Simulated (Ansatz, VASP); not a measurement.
**Cl in VASP and in Ansatz**

POSCAR

```
Cl
1.0
   -1.9851630425      1.9851630425      1.9851630425
    1.9851630425     -1.9851630425      1.9851630425
    1.9851630425      1.9851630425     -1.9851630425
Cl
1
Direct
    0.0000000000      0.0000000000      0.0000000000
```

INCAR.step1

```
ALGO = Normal
EDIFF = 1E-4
ENCUT = 520
GGA = PE
ISMEAR = 0
LASPH = True
LCHARG = False
LREAL = False
LWAVE = True
NBANDS = 10
NELM = 100
PREC = Accurate
SIGMA = 0.1
```

File INCAR.step2:

```
ALGO = Normal
EDIFF = 1E-6
ENCUT = 520
ISIF = 2
ISMEAR = 0
ISTART = 1
LASPH = True
LCHARG = False
LMIXTAU = True
LREAL = False
LWAVE = False
METAGGA = R2SCAN
NBANDS = 10
NELM = 100
PREC = Accurate
SIGMA = 0.1
```

The input KPOINTS:

```
k-points
0
Gamma
  6 6 6
```

Input for Ansatz:

```yaml
crystal:
  lattice:
    - [-1.9851630425, 1.9851630425, 1.9851630425]
    - [1.9851630425, -1.9851630425, 1.9851630425]
    - [1.9851630425, 1.9851630425, -1.9851630425]
  atoms:
    - { symbol: Cl, position: [0.0, 0.0, 0.0] }
basis:
  ecutwfc: 500
kpoints:
  mp_grid: { grid: [6, 6, 6] }
hamiltonian:
  xc: r2scan
scf:
  occupations: { method: gaussian, width: 0.1 }
  lower_state_search: "off"
output:
  forces: true
  stress: true
  eigenvalues: true
```

Alike in both runs: task single point; functional r2SCAN; k mesh 6 × 6 × 6; occupations gaussian, width 0.1 eV; no spin polarisation.

```csv
,VASP,Ansatz
version,VASP 6.6.1,Ansatz 0.2.0
potentials or method,"VASP PAW PBE potentials, release 64 (Cl)","scalar-relativistic, plane waves, PAW"
plane-wave cutoff (eV),520,500
valence electrons in the cell,7,7
```

Ansatz gave:

- gap on the k mesh at the Fermi level (eV): none
- pressure (GPa): -5.4

Q: What did VASP give for the same quantities?

A: gap on the k mesh at the Fermi level (eV): none; pressure (GPa): -5.5.

A gap of «none» marks a metal or a gap that the smearing closes. With one functional, cell and mesh, what is left measures potentials, basis and numerics.

Caveats: the k mesh is coarse (spacing up to 0.37 Å⁻¹), so the values aren't converged; the PAW data sets were made with another functional, which shifts forces and pressure a little (VASP); an odd number of electrons without spin polarisation forces a metal; a magnetic or distorted state may lie lower.
